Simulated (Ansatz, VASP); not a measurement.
# CdH2O2 in VASP and in Ansatz

INCAR

```
SYSTEM = CdH2O2
  ALGO = Normal
  EDIFF = 1E-6
  ENCUT = 520
  GGA = PS
  ISIF = 2
  ISMEAR = 0
  LASPH = .TRUE.
  LCHARG = .FALSE.
  LREAL = .FALSE.
  LWAVE = .FALSE.
  NBANDS = 21
  NELM = 80
  PREC = Accurate
  SIGMA = 0.01
```

KPOINTS

```
k-points
0
G
  6 6 4
  0 0 0
```

File POSCAR:

```
CdH2O2
1.0
    3.0297247338     -1.7509701269      0.1372681513
    3.0297247338      1.7509701269      0.1372681513
   -0.2070458568      0.0000000000      4.5644478333
Cd H O
1 2 2
Direct
    0.0632280000      0.9367720000      0.0000000000
    0.3965554668      0.2700994668      0.5468689368
    0.7299005332      0.6034445332      0.4531310632
    0.3965538312      0.2700978312      0.7582061386
    0.7299021688      0.6034461688      0.2417938614
```

Input for Ansatz:

```yaml
crystal:
  lattice:
    - [3.0297247338, -1.7509701269, 0.1372681513]
    - [3.0297247338, 1.7509701269, 0.1372681513]
    - [-0.2070458568, 0.0, 4.5644478333]
  atoms:
    - { symbol: Cd, position: [0.063228, 0.936772, 0.0] }
    - { symbol: H, position: [0.3965554668, 0.2700994668, 0.5468689368] }
    - { symbol: H, position: [0.7299005332, 0.6034445332, 0.4531310632] }
    - { symbol: O, position: [0.3965538312, 0.2700978312, 0.7582061386] }
    - { symbol: O, position: [0.7299021688, 0.6034461688, 0.2417938614] }
kpoints:
  mp_grid: { grid: [6, 6, 4] }
hamiltonian:
  xc: pbesol
scf:
  occupations: { method: fixed }
  n_extra_bands: 5
output:
  forces: true
  stress: true
  eigenvalues: true
```

The cell comes from a database or a generator and needn't be the stable form of this composition.

Alike in both runs: task single point; functional PBEsol; k mesh 6 × 6 × 4; no spin polarisation.

```csv
,VASP,Ansatz
version,VASP 6.6.1,Ansatz 0.2.0
potentials or method,"VASP PAW PBE potentials, release 64 (Cd, H, O)","plane waves, PAW"
plane-wave cutoff (eV),520,420
occupations,"gaussian, width 0.01 eV",fixed
valence electrons in the cell,26,34
```

|  | VASP | Ansatz | Ansatz less VASP |
| --- | --- | --- | --- |
| gap on the k mesh at the Fermi level (eV) | 1.62 | 1.64 | +0.013 |
| pressure (GPa) | 2.1 | 1.2 | -0.90 |
| largest component of the traceless stress (GPa) | 2.80 | 2.39 | -0.413 |
| rms of the force components (eV/Å) | 0.370 | 0.316 | -0.0538 |

Atom by atom the forces differ by 0.059 eV/Å (rms over components). The two sets of potentials don't hold the same shells in valence.

Caveats: the PAW data sets were made with another functional, which shifts forces and pressure a little (VASP). A k mesh can miss the band edges. A hybrid or GW would open this gap; PBEsol tends to underestimate it.
